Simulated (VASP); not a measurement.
The system is ZnS (Wurtzite-2H).

```
CELL_PARAMETERS angstrom
3.81100 0.00000 0.00000
-1.90550 3.30042 0.00000
0.00000 0.00000 6.23400
ATOMIC_POSITIONS crystal
Zn 0.66667 0.33333 0.50000
Zn 0.33333 0.66667 0.00000
S 0.66667 0.33333 0.88500
S 0.33333 0.66667 0.38500
```

| Item | Value |
| --- | --- |
| Program | VASP 6.6.1 |
| Task | relaxation of cell and atoms |
| Functional | BEEF-vdW |
| Potentials or basis | VASP PAW PBE potentials, release 64 (Zn, S) |
| Cutoff | 600 eV |
| k mesh | 8 × 8 × 5 |
| Occupations | fermi-dirac, width 0.05 eV |
| Spin | no spin polarisation |

At the start: pressure 3.6 GPa; volume 19.60 Å³/atom.

**Question.** Where does the relaxation end?

**Answer.** Over 9 steps the energy falls by 15.5 meV/atom and the volume is 20.53 Å³/atom (+4.8 %); space group P6_3mc (No. 186, to 0.05 Å).

The path:
| step | energy change (eV) | largest force (eV/Å) | pressure (GPa) | volume (Å³) |
| --- | --- | --- | --- | --- |
| 1 | 0.0000 | 0.3348 | 3.63 | 78.41 |
| 2 | -0.0518 | 0.0885 | -1.07 | 83.56 |
| 3 | -0.0552 | 0.1321 | -0.22 | 82.47 |
| 4 | -0.0584 | 0.0831 | -0.09 | 82.30 |
| 5 | -0.0609 | 0.0223 | 0.18 | 81.97 |
| 6 | -0.0620 | 0.0120 | -0.01 | 82.20 |
| 7 | -0.0620 | 0.0121 | -0.02 | 82.18 |
| 8 | -0.0620 | 0.0126 | -0.01 | 82.18 |
| 9 | -0.0621 | 0.0015 | 0.02 | 82.14 |

Final structure:
```xyz
4
Lattice="3.8652 0.0000 0.0000 -1.9326 3.3473 0.0000 0.0000 0.0000 6.3486" Properties=species:S:1:pos:R:3 pbc="T T T"
Zn    1.9326    1.1158    3.2092
Zn    0.0000    2.2316    0.0349
S     1.9326    1.1158    5.5836
S     0.0000    2.2316    2.4093
```

Caveat: the PAW data sets were made with another functional, which shifts forces and pressure a little.
